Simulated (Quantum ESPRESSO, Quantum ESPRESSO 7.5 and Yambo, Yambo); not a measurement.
# BAs (F-43m): bands and cutoff in G0W0 with Yambo

Aim: raise bands and screening cutoff together for BAs (F-43m) and follow gap and time.

Program: Quantum ESPRESSO 7.5 and Yambo 5.3.0. Level of theory: PBE and many-body steps on it, plane waves. Results are calculated unless marked as measured.

### 1. Starting point

It takes space group F-43m (No. 216, cubic). Conventional cell: a = 4.777 Å, b = 4.777 Å, c = 4.777 Å, α = 90.00°, β = 90.00°, γ = 90.00°. Nearest to B lie 4 As at 2.07 Å. Nearest to As lie 4 B at 2.07 Å. Farther neighbours are not listed.

Structure file:

```cif
data_structure
_symmetry_space_group_name_H-M 'P 1'
_symmetry_Int_Tables_number 1
_cell_length_a 3.3778
_cell_length_b 3.3778
_cell_length_c 3.3778
_cell_angle_alpha 60.000
_cell_angle_beta 60.000
_cell_angle_gamma 60.000
_cell_volume 27.25
loop_
_atom_site_label
_atom_site_type_symbol
_atom_site_fract_x
_atom_site_fract_y
_atom_site_fract_z
_atom_site_occupancy
B1 B 0.00000 0.00000 0.00000 1
As2 As 0.25000 0.25000 0.25000 1
```

The cell and positions come from the Crystallography Open Database and are kept as given unless a step says otherwise.

### 2. Empty states on the mesh, 6×6×6 mesh, 184 bands

This step: Quantum ESPRESSO 7.5; DFT, PBE, plane waves, norm-conserving pseudopotentials.

The sums over transitions need many empty states on a uniform mesh; this step solves for them.

pw.in

```
&control
  calculation = 'nscf'
  prefix = 'x'
  outdir = 'o'
  pseudo_dir = 'pseudo'
/
&system
  ibrav = 0
  nat = 2
  ntyp = 2
  ecutwfc = 76.0
  nbnd = 184
  force_symmorphic = .true.
/
&electrons
  conv_thr = 1e-9
  electron_maxstep = 80
  diago_full_acc = .true.
  diago_thr_init = 5e-6
/
ATOMIC_SPECIES
  B 10.81 B.upf
  As 74.922 As.upf
CELL_PARAMETERS angstrom
  -0.0000000000 2.3885000000 2.3885000000
  2.3885000000 -0.0000000000 2.3885000000
  2.3885000000 2.3885000000 -0.0000000000
ATOMIC_POSITIONS crystal
  B 0.0000000000 0.0000000000 0.0000000000
  As 0.2500000000 0.2500000000 0.2500000000
K_POINTS automatic
  6 6 6 0 0 0
```

Started as:

```bash
> OMP_NUM_THREADS=1 mpirun -n 4 pw.x -nk 4 -in pw.in > pw.out
```

What it wrote:

```text
Program PWSCF v.7.5 starts

     This program is part of the open-source Quantum ESPRESSO suite
     for quantum simulation of materials; please cite
         "P. Giannozzi et al., J. Phys.:Condens. Matter 21 395502 (2009);
         "P. Giannozzi et al., J. Phys.:Condens. Matter 29 465901 (2017);
         "P. Giannozzi et al., J. Chem. Phys. 152 154105 (2020);
     in publications or presentations arising from this work. More details at

     Atomic positions and unit cell read from directory:
     o/x.save/

     Message from routine setup:
[...]
k = 0.2357 0.2357-0.2357 (  2030 PWs)   bands (ev):

[...]
[... 11 further rows ...]
   189.5383 190.5019 191.4947 191.4947 193.1225 194.5608 194.5608 195.9728
   195.9728 196.3250 196.5064 196.5064 198.2045 198.5325 198.5325 198.6556

          k =-0.3536-0.3536 0.3536 (  2060 PWs)   bands (ev):

     [... further k-points ...]

     highest occupied, lowest unoccupied level (ev):    11.3431   12.6372

     XML data file, pseudopotentials, collected wavefunctions

=------------------------------------------------------------------------------=
   JOB DONE.
=------------------------------------------------------------------------------=
```

Elapsed: 15 s, on 4 MPI ranks of Arm Neoverse V1, shared host; peak memory 0.32 GiB.

Numbers from this step:

```yaml
gap: 1.294 eV
k_of_the_valence_top: 0, 0, 0
k_of_the_conduction_bottom: 0, 0.3333, 0.3333
least_direct_gap: 3.292 eV
k_points_computed: 16
lowest_point_of_the_top_converged_band_above_the_valence_top: 183.1518 eV
```

On this mesh the gap is 1.294 eV.

The density comes from a self-consistent run that is not shown.

### 3. Conversion and set-up

This step: Yambo 5.3.0; conversion and set-up on PBE, plane waves, norm-conserving pseudopotentials.

The states are converted to the many-body program's format and the q mesh is built.

Started as:

```bash
> (cd o/x.save; p2y > p2y.log; mv SAVE ../..); yambo > setup.log
```

What it wrote:

```text
 Yambo, version 5.3.0

 [02] CORE Variables Setup
 =========================

  [02.01] Unit cells
  ==================

  Cell kind             :  FCC
  Atoms in the cell     :  B  As
  number of B  atoms    :  1
  number of As atoms    :  1

  List of atomic masses
  Mass of B     :  10.81000
  Mass of As    :  74.92200

  List of atomic coordinates    : [cc]
  B1       :  0.000000  0.000000  0.000000  order 1
  As1       :  2.256805  2.256805  2.256805  order 2

  Alat factors          :  4.513611  4.513611  4.513611 [a.u.]
  Direct lattice volume :  183.9087 [a.u.]
[...]
Q [ 1]         [rlu]:  0.000000  0.000000  0.000000
 Q [ 2]         [rlu]: -0.44040E-17 -0.44040E-17  0.16667
 Q [ 3]         [rlu]: -0.88081E-17 -0.88081E-17  0.33333
[...]
Q [ 8]         [rlu]: -0.63303E-17  0.16667     -0.33333
 Q [ 9]         [rlu]:  0.28747E-16  0.16667     -0.16667
 Q [10]         [rlu]: -0.18005E-16  0.33333      0.33333
     [... 4 further rows ...]
 Q [15]         [rlu]:  0.166667  0.333333 -0.333333
 Q [16]         [rlu]:  0.166667 -0.500000 -0.333333

  [03.01] X indexes
  =================

   [03.01.01] Sigma indexes
   ========================

 [06] Game Over & Game summary
```

Run time: 2.3 s. Hardware: 1 MPI rank; peak memory 0.24 GiB.

### 4. 30 bands, 74.8 eV

G0W0 replaces the xc potential by the self-energy, built once from these orbitals. Only a window of levels is corrected, while the sums run over the empty bands that the input names.

This step: G0W0 on PBE, plane waves, norm-conserving pseudopotentials.

gw1.in

```
HF_and_locXC
gw0
dyson
ppa
em1d
rim_cut
RandQpts= 1000000
RandGvec= 1 RL
EXXRLvcs= 76 Ry
VXCRLvcs= 304 Ry
Chimod= "HARTREE"
% BndsRnXp
 1 | 30 |
%
NGsBlkXp= 5.5 Ry
% LongDrXp
 1 | 1 | 1 |
%
% GbndRnge
 1 | 30 |
%
DysSolver= "n"
ExtendOut
PPAPntXp= 27.21138 eV
% QPkrange
 1 | 1 | 8 | 11 |
 10 | 10 | 8 | 11 |
%
```

Started as:

```bash
> OMP_NUM_THREADS=1 mpirun -n 4 yambo -F gw1.in -J gw1 -C gw1 > gw1.log
```

What it wrote:

```text
 Yambo, version 5.3.0

 [02] CORE Variables Setup
 =========================

  [... cell, symmetries and grids as in the set-up ...]

  [02.05] Energies & Occupations
  ==============================

  [X] === General ===
  [X] Electronic Temperature                        :  0.000000  0.000000 [eV K]
  [X] Bosonic    Temperature                        :  0.000000  0.000000 [eV K]
  [X] Finite Temperature mode                       : no
  [X] El. density                                   :  0.66049E+24 [cm-3]
  [X] Fermi Level                                   :  11.34311 [eV]

  [X] === Gaps and Widths ===
  [X] Conduction Band Min                           :  1.294135 [eV]
  [X] Valence Band Max                              :  0.000000 [eV]
  [X] Filled Bands                                  :   9
  [X] Empty Bands                                   :   10  184
  [X] Direct Gap                                    :  3.292229 [eV]
  [X] Direct Gap localized at k                     :  1
  [X] Indirect Gap                                  :  1.294135 [eV]
  [X] Indirect Gap between kpts                     :   1  10
  [X] Last valence band width                       :  4.947480 [eV]
  [X] 1st conduction band width                     :  3.060953 [eV]

 [03] Transferred momenta grid and indexing
 ==========================================

 IBZ Q-points                                      :  16
 BZ  Q-points                                      :  216

 K/Q-points units:
 rlu = crystal or reduced units; cc = cartesian coordinates; iku = interal k-units

 Q [ 1]         [rlu]:  0.000000  0.000000  0.000000
 Q [ 2]         [rlu]: -0.44040E-17 -0.44040E-17  0.16667
 Q [ 3]         [rlu]: -0.88081E-17 -0.88081E-17  0.33333
 Q [ 4]         [rlu]: -0.63303E-17 -0.63303E-17 -0.50000
 Q [ 5]         [rlu]: -0.90023E-17  0.16667      0.16667
 Q [ 6]         [rlu]: -0.14373E-16  0.16667      0.33333
 Q [ 7]         [rlu]:  0.33135E-17  0.16667      0.50000
 Q [ 8]         [rlu]: -0.63303E-17  0.16667     -0.33333
 Q [ 9]         [rlu]:  0.28747E-16  0.16667     -0.16667
 Q [10]         [rlu]: -0.18005E-16  0.33333      0.33333
     [... 4 further rows ...]
 Q [15]         [rlu]:  0.166667  0.333333 -0.333333
 Q [16]         [rlu]:  0.166667 -0.500000 -0.333333

 [04] Coloumb potential Random Integration (RIM)
 ===============================================

  [04.01] RIM initialization
  ==========================

  * Diagonal components only detected *

  8 x (sBL volume)        :  0.049954 [a.u.]
  sBZ random points       :  1000000
  Points outside the sBZ  :   7968281
  RL volume               :  1.348768 [a.u.]
  Integrated volume       :  1.354137 [a.u.]

  [04.02] RIM integrals
  =====================

  Gamma point sphere radius             :  0.066805 [a.u.]
  Points outside the sphere             :   800476
  [Int_sBZ(q=0) 1/q^2]*(Vol_sBZ)^(-1/3) =:  7.776341
                                 should be <:  7.795600

  Summary of Coulomb integrals for non-metallic bands |Q|[au] RIM/Bare

  Q [1] 0.100000E-4 0.997530 * Q [2] 0.200926 1.068930
  Q [5] 0.232009 1.068679 * Q [9] 0.328110 1.029814
  Q [6] 0.384743 1.023420 * Q [3] 0.401851 1.020719
  Q [10] 0.464018 1.017590 * Q [8] 0.505652 1.014476
  Q [14] 0.518788 1.014367 * Q [7] 0.568303 1.012582
  Q [11] 0.602777 1.011829 * Q [4] 0.602777 1.011206
  Q [12] 0.656220 1.010226 * Q [15] 0.686291 1.009617
  Q [13] 0.696026 1.009452 * Q [16] 0.733676 1.008801

 [WARNING] [Xp] User bands 1-30 break level degeneracy

 [05] Dipoles
 ============

  [05.01] Setup: observables and procedures
  =========================================

 [06] Dynamic Dielectric Matrix (PPA)
 ====================================

 [WR./gw1//ndb.pp]---------------------------------------------------------------
  Brillouin Zone Q/K grids (IBZ/BZ)                :   16  216   16  216
  RL vectors                                       :  2733 [WF]
  Coulomb cutoff potential                         : none
  Electronic Temperature                           :  0.000000 [K]
  Bosonic    Temperature                           :  0.000000 [K]
  PPA    diel. fun.  energies                      : Perdew, Burke & Ernzerhof(X)+Perdew, Burke & Ernzerhof(C)
  wavefunctions                                    : Perdew, Burke & Ernzerhof(X)+Perdew, Burke & Ernzerhof(C)
  Global Gauge                                     : length
  X matrix size                                    :   65
  X band range                                     :   1  30
  X e/h energy range                               : -1.000000 -1.000000 [eV]
  X Time ordering                                  : R
  X Hxc Kernel                                     : HARTREE
  X Drude frequency                                :  0.000000  0.000000
  X poles                                          :  100.0000 [o/o]
  RL vectors in the sum                            :  2733
  [r,Vnl] included                                 : yes
  Field direction                                  :  0.577350E-5  0.577350E-5  0.577350E-5
  BZ energy Double Grid                            : no
  BZ energy DbGd points                            : 0
  BZ Q point size factor                           : -1.000000
  X Optical Averaged directions                    : none

 [07] Local Exchange-Correlation + Non-Local Fock
 ================================================

 [VXC] Plane waves :  16457
 [EXS] Plane waves :  2109

 QP @ state[ 1 ] K range:  1  1
 QP @ state[ 1 ] b range:   8  11
 QP @ state[ 2 ] K range:  10  10
 QP @ state[ 2 ] b range:   8  11

 [xc] Functional : Perdew, Burke & Ernzerhof(X)+Perdew, Burke & Ernzerhof(C)
 [xc] LIBXC used to calculate xc functional
  PP Number of Atomic Species                      :  2
  NLCC RL compoments                               :  16457
  PP Number of Atomic Species                      :  2
  NLCC RL compoments                               :  16457

 [xc] E_xc :  -12.07688 [Ha]
      E_xc :  -24.15377 [Ry]

  Local XC kind (lXC) : Perdew, Burke & Ernzerhof(X)+Perdew, Burke & Ernzerhof(C)
  Non-Local XC kind (nlXC) : Hartree-Fock

  Corrections @ K [1] :  [eV]
 <8|nlXC|8> = -15.45163 -0.32860E-17 <8|lXC|8> = -13.70138 -0.22502E-20
 <9|nlXC|9> = -15.45160 -0.10568E-17 <9|lXC|9> = -13.70138  0.23559E-16
 <10|nlXC|10> = -8.482466  0.18391E-18 <10|lXC|10> = -12.55019  0.41306E-16
 <11|nlXC|11> = -8.482398  0.46250E-17 <11|lXC|11> = -12.55019 -0.14163E-15

  Corrections @ K [10] :  [eV]
 <8|nlXC|8> = -16.11124  0.11779E-16 <8|lXC|8> = -12.77969  0.47220E-16
 <9|nlXC|9> = -16.11167  0.14943E-16 <9|lXC|9> = -12.77969  0.47203E-16
 <10|nlXC|10> = -7.350570 -0.25478E-17 <10|lXC|10> = -11.35333 -0.94448E-16
 <11|nlXC|11> = -6.180059  0.14504E-17 <11|lXC|11> = -10.88801  0.94436E-16

 [08] Dyson equation: Newton solver
 ==================================

  [08.01] G0W0 (W PPA)
  ====================

  [  GW  ] Bands range     :   1  30
  [GW/PPA] G damping       :  0.100000 [eV]

  QP @ state[ 1 ] K range:  1  1
  QP @ state[ 1 ] b range:   8  11
  QP @ state[ 2 ] K range:  10  10
  QP @ state[ 2 ] b range:   8  11

   Sc/G bands                                       :   1  30
   Sc/G damping                                     :  0.100000 ev
   Sc bands terminator                              : no
   Sx RL components                                 :  2109

   QP @ state[ 1 ] K range                          :  1  1
   QP @ state[ 1 ] b range                          :   8  11
   QP @ state[ 2 ] K range                          :  10  10
   QP @ state[ 2 ] b range                          :   8  11
   GF energies kind                                 : Perdew, Burke & Ernzerhof(X)+Perdew, Burke & Ernzerhof(C)
   GF WF`s kind                                     : Perdew, Burke & Ernzerhof(X)+Perdew, Burke & Ernzerhof(C)
   Xs energies kind                                 : Perdew, Burke & Ernzerhof(X)+Perdew, Burke & Ernzerhof(C)
   Xs WF`s kind                                     : Perdew, Burke & Ernzerhof(X)+Perdew, Burke & Ernzerhof(C)

 [11] Game Over & Game summary
```

Run time: 25 s. Hardware: 4 MPI ranks; peak memory 1.4 GiB; 95 s of CPU time.

Numbers from this step:

| Item | Value |
| --- | --- |
| G0W0 gap on the points computed | 2.068 eV |
| starting gap on the mesh | 1.294 eV |
| k of the valence top | 0, 0, 0 |
| k of the conduction bottom | 0, 0.3333, 0.3333 |
| least direct G0W0 gap on the computed points | 4.065 eV |
| Z at the valence top | 0.8087 |
| Z at the conduction bottom | 0.8167 |

The gap on the mesh goes from 1.29 eV to 2.07 eV, a correction of +0.77 eV.

(Continued in part 2 of 2.)

[Paths, hosts, dates, memory and timing lines, banners, echoed tables and standing remarks are left out of the program output.]

[Logs are printed without paths, hosts, clocks, repeated set-up lines and the standing remarks that a program may print on its own settings, such as how far it seeks lower states.]

[Runs of the session that timed out or met a known fault of the program may be left out.]

[Hosts, paths, dates, database ids (printed as entryN), source tags and the programs' standing remarks are cut or masked in the printed files.]
